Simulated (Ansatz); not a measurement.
AlN (honeycomb bilayer), computed twice by G0W0.

The cell holds 4 atoms: 2 Al and 2 N. Its edges and angles: a = 3.119 Å, b = 3.119 Å, c = 30.700 Å, α = 90.0°, β = 90.0°, γ = 120.0°. Regions: layer 1 (AlN-hc), 2 atoms (1 Al and 1 N); layer 2 (AlN-hc), 2 atoms (1 Al and 1 N). Vacuum lies along c.

```xyz
4
Lattice="3.1188 0.0000 0.0000 -1.5594 2.7010 0.0000 0.0000 0.0000 30.7000" Properties=species:S:1:pos:R:3
Al    0.0000    1.8007   13.4786
N     1.5594    0.9003   13.4676
Al    0.0000    0.0000   17.2214
N     1.5594    0.9003   17.2324
```

The structure was relaxed with PBE-D3(BJ). The runs that relaxed it are not among those shown.

The first (Ansatz 0.2.0; start PBE, 6×6×1 mesh, 381 empty bands, screening to 75 eV, PAW set soft_1 files; 4 threads of Arm Neoverse V1, shared host) gave, on its mesh: starting gap 2.30 eV, G0W0 gap 4.12 eV, mean of 1 + 4πα/V (set by the cell height) 1.53, 54 s.

Q: The second changes empty bands from 381 to 154 and screening cutoff (eV) from 75.0 to 41. What does it give?

It gave: starting gap 2.30 eV, G0W0 gap 3.87 eV, mean of 1 + 4πα/V (set by the cell height) 1.54, 12 s. The G0W0 gap moves by −0.24 eV, +0.00 eV from the start and −0.24 eV from the correction. Σc changes by +0.25 eV at the valence top and +0.01 eV at the conduction bottom, and Σx − Vxc between them by +0.00 eV.

Limits: not at the basis limit; coarse mesh for a sheet.

[Paths, hosts, dates, memory and timing lines, banners, echoed tables and standing remarks are left out of the program output.]

[Logs are printed without paths, hosts, clocks, repeated set-up lines and the standing remarks that a program may print on its own settings, such as how far it seeks lower states.]

[Runs of the session that timed out or met a known fault of the program may be left out.]

[Cells called generated may have been cut or substituted from an entry of the Crystallography Open Database or the Materials Project.]

[Hosts, paths, dates, database ids (printed as entryN), source tags and the programs' standing remarks are cut or masked in the printed files.]
